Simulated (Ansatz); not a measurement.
A run of Ansatz 0.2.0 is set up as follows.

Contents of input.yaml:

```yaml
crystal:
  lattice:
    - [-1.641, 1.641, 1.641]
    - [1.641, -1.641, 1.641]
    - [1.641, 1.641, -1.641]
  atoms:
    - { symbol: Ti, position: [0.0, 0.0, 0.0] }
kpoints:
  mp_grid: { grid: [11, 11, 11] }
  band_path:
    path:
      - [0.0, 0.0, 0.0]
      - [0.5, -0.5, 0.5]
      - [0.0, 0.0, 0.5]
      - [0.0, 0.0, 0.0]
      - [0.25, 0.25, 0.25]
      - [0.5, -0.5, 0.5]
    npoints: 6
scf:
  occupations: { method: fermi_dirac, width: 0.05 }
hamiltonian:
  xc: rpbe
  pseudopotentials: { kind: all_electron, lapw: { basis_error: 0.001 } }
output:
  forces: true
  stress: true
  eigenvalues: true
```

Potentials or basis: all-electron LAPW, scalar-relativistic.

Launch:

```console
$ ansatz run input.yaml --threads 1 --pin off --max-ram 3072MiB --backend cpu --events-out ev --progress --plain --runs-dir out
```

Q: Predict the band gap along the path.

A: None (metal or under the smearing width).

Q: Predict the pressure.

A: 0.6 GPa.

Levels at the corners of the path, in eV from the Fermi level:
```
point  band 3  band 4  band 5  band 6  band 7  band 8  band 9  band 10
    Γ  -32.49  -32.49   -5.90    1.00    1.00    1.00    2.71     2.71
    H  -32.93  -32.93   -2.05   -2.05    3.85    3.85    3.85     8.23
    N  -32.69  -32.50   -2.40   -0.36    1.05    2.70    3.04     4.19
    Γ  -32.49  -32.49   -5.90    1.00    1.00    1.00    2.71     2.71
    P  -32.81  -32.81   -0.60   -0.60   -0.60    3.10    3.10     8.88
    H  -32.93  -32.93   -2.05   -2.05    3.85    3.85    3.85     8.23
```
